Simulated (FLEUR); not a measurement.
## NiO: single point with r2SCAN+U

NiO:

```
Ni O
1.0
     0.00000    2.09131    2.09131
     4.18262    0.00000    4.18262
     2.09131    2.09131    0.00000
Ni O
2 2
Cartesian
  0.0000 0.0000 0.0000
  2.0913 0.0000 2.0913
  2.0913 2.0913 2.0913
  4.1826 2.0913 4.1826
```

The cell isn't the ideal one: cell doubled along one axis.

```json
{"Program": "FLEUR MaX-R8.1 (later development tree)", "Task": "single point", "Functional": "r2SCAN", "Potentials or basis": "all-electron", "Basis": "FLAPW", "Kmax": "4.73 1/bohr", "k mesh": "8 × 4 × 8", "Occupations": "gaussian, width 0.05 eV", "Spin": "collinear spin, antiferromagnetic start", "Starting moments": "[2.0, 0.0, -2.0, -0.0] μB", "Hubbard terms": "Ni d U = 3 eV", "Hund's J (eV)": "0", "Cell doubled along axis (0 to 2)": "1", "Gmax": "14.7 1/bohr", "Muffin-tin radii": "Ni 2.07, O 1.59 bohr", "lmax": "Ni 8, O 8", "lnonsphr": "Ni 8, O 8", "Local orbitals a species": "Ni 4, O 3", "Max iterations": "100", "Mixing factor": "0.05", "Mixer": "Anderson", "Mixer history": "50", "Density convergence": "0.0002 me/bohr^3"}
```

| Property | Result |
| --- | --- |
| Band gap on the k mesh | 3.61 eV |
| Net moment | 0.00 μB per cell |
| Site moments | Ni +1.71, -1.71; O +0.00 μB |
| Valence electrons inside the program's atomic spheres | Ni 16.29; O 5.18 (radii Ni 2.07, O 1.59 bohr) |

Levels at points of the mesh, in eV from the valence-band top:
Spin up:
| k point | band 20 | band 21 | band 22 | band 23 | band 24 | band 25 | band 26 | band 27 | band 28 | band 29 |
| --- | --- | --- | --- | --- | --- | --- | --- | --- | --- | --- |
| (0.00, 0.00, 0.00) | -1.23 | -1.23 | -1.09 | -0.66 | -0.66 | 3.61 | 4.65 | 4.66 | 7.66 | 12.50 |
| (0.00, 0.00, 0.50) | -1.79 | -1.57 | -1.00 | -0.52 | -0.38 | 4.83 | 5.01 | 7.66 | 8.25 | 12.51 |
| (0.00, 0.50, 0.00) | -1.31 | -1.31 | -1.25 | 0.00 | 0.00 | 4.44 | 4.44 | 6.31 | 6.57 | 14.29 |
| (0.00, 0.50, 0.50) | -1.63 | -1.12 | -0.99 | -0.97 | -0.52 | 4.55 | 4.59 | 9.59 | 9.86 | 11.95 |
| (0.50, 0.00, 0.50) | -1.79 | -1.57 | -1.00 | -0.52 | -0.38 | 4.84 | 5.00 | 7.66 | 8.25 | 12.51 |
| (0.50, 0.50, 0.50) | -1.63 | -1.12 | -0.99 | -0.97 | -0.52 | 4.55 | 4.58 | 9.59 | 9.86 | 11.95 |
Spin down:
| k point | band 21 | band 22 | band 23 | band 24 | band 25 | band 26 | band 27 | band 28 |
| --- | --- | --- | --- | --- | --- | --- | --- | --- |
| (0.00, 0.00, 0.00) | -1.23 | -1.09 | -0.66 | -0.66 | 3.61 | 4.65 | 4.66 | 7.66 |
| (0.00, 0.00, 0.50) | -1.57 | -1.00 | -0.52 | -0.38 | 4.83 | 5.01 | 7.66 | 8.25 |
| (0.00, 0.50, 0.00) | -1.31 | -1.25 | 0.00 | 0.00 | 4.44 | 4.44 | 6.31 | 6.57 |
| (0.00, 0.50, 0.50) | -1.12 | -0.99 | -0.97 | -0.52 | 4.55 | 4.59 | 9.59 | 9.86 |
| (0.50, 0.00, 0.50) | -1.57 | -1.00 | -0.52 | -0.38 | 4.84 | 5.00 | 7.66 | 8.25 |
| (0.50, 0.50, 0.50) | -1.12 | -0.99 | -0.97 | -0.52 | 4.55 | 4.58 | 9.59 | 9.86 |

Eigenvalues of the final occupation matrices:
```
       site  spin  trace               eigenvalues
atom type 1     1   4.79  0.95 0.95 0.95 0.97 0.97
atom type 3     1   3.07  0.12 0.12 0.94 0.94 0.94
atom type 1     2   3.07  0.12 0.12 0.94 0.94 0.94
atom type 3     2   4.79  0.95 0.95 0.95 0.97 0.97
```

Core levels (eV from the Fermi level):
| atom | levels |
| --- | --- |
| 1 Ni | 1s1/2 -8202.4, 2s1/2 -973.0, 2p1/2 -847.2, 2p3/2 -829.7 |
| 2 O | 1s1/2 -504.7 |
| 3 Ni | 1s1/2 -8202.4, 2s1/2 -971.9, 2p1/2 -846.4, 2p3/2 -828.9 |
| 4 O | 1s1/2 -504.7 |

Wall time 8.5 min on 1 thread of Arm Neoverse V2, with other jobs on the host, peak memory 0.33 GiB.

Caveat: the meta-GGA is that of a development version, with a GGA for the radial functions and cores and without core tails. The state reached can hang on the start; a lower one may exist.
